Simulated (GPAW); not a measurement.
## Moving the functional in CdTe

```cif
data_structure
_symmetry_space_group_name_H-M 'F-43m'
_symmetry_Int_Tables_number 216
_cell_length_a 6.4100
_cell_length_b 6.4100
_cell_length_c 6.4100
_cell_angle_alpha 90.000
_cell_angle_beta 90.000
_cell_angle_gamma 90.000
_cell_volume 263.37
loop_
_atom_site_label
_atom_site_type_symbol
_atom_site_symmetry_multiplicity
_atom_site_Wyckoff_symbol
_atom_site_fract_x
_atom_site_fract_y
_atom_site_fract_z
_atom_site_occupancy
Te1 Te 4 c 0.25000 0.25000 0.25000 1
Cd1 Cd 4 a 0.00000 0.00000 0.00000 1
```

Kept alike: task dielectric tensor; k mesh 6 × 6 × 6; occupations fermi-dirac, width 0.001 eV; no spin polarisation. Program: GPAW, potentials by row: PAW data sets generated for this functional (AM05); the program's PAW data sets (release 1.2.1) made for this functional (LDA, RPBE), cutoff 450 eV. The mesh is that of the run's cell of 2 atoms. No spin-orbit coupling.

| run | band gap (eV) |
| --- | --- |
| A | 1.021 |
| B | 0.608 |
| C | 0.837 |

Spin-orbit coupling, left out here, moves the band edges of heavy atoms and can close or invert small gaps. A gap read on the mesh alone can miss an edge between its points.

Problem. The runs differ in the functional alone: AM05; LDA; RPBE. Which run is which?

Solution. Run A is RPBE; run B is LDA; run C is AM05. The band gap runs from 0.608 (LDA) to 1.021 eV (RPBE). Measured: 1.607 eV (a printed reference work); nearest RPBE, 0.586 eV off. Semilocal gaps fall short of quasiparticle gaps.
